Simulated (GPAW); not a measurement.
GaP:

```
Ga P
1.0
     0.00000    2.72525    2.72525
     2.72525    0.00000    2.72525
     2.72525    2.72525    0.00000
Ga P
1 1
Cartesian
  0.0000 0.0000 0.0000
  1.3626 1.3626 1.3626
```

Base run:

| Property | Result |
| --- | --- |
| Program | GPAW 26.7.0 |
| Functional | OLYP |
| Potentials or basis | PAW data sets generated in the run's folder for this functional |
| Cutoff | 600 eV |
| Basis | pw |
| k mesh | 8 × 8 × 8 |
| Occupations | fermi-dirac, width 0.05 eV |
| Spin | spin-orbit coupling, no magnetisation |

Its results: band gap on the k mesh 1.93 eV, indirect (least direct gap 2.15 eV); pressure 5.7 GPa.

**Question.** The run is repeated on the same cell with these changes: functional from OLYP to PBEsol. What comes out?

**Answer.** Band gap on the k mesh 1.50 eV, indirect (least direct gap 1.78 eV); pressure 1.5 GPa.

PBEsol binds more tightly than OLYP, so the same cell stands under less pressure.

Caveats: spin-orbit coupling was added after a scalar SCF, so levels and gaps hold it while energy, forces, pressure and moments don't; this program's spin-orbit splittings come out too wide for heavy elements.

A k mesh can miss the band edges.

Not every run made on this cell is shown here.
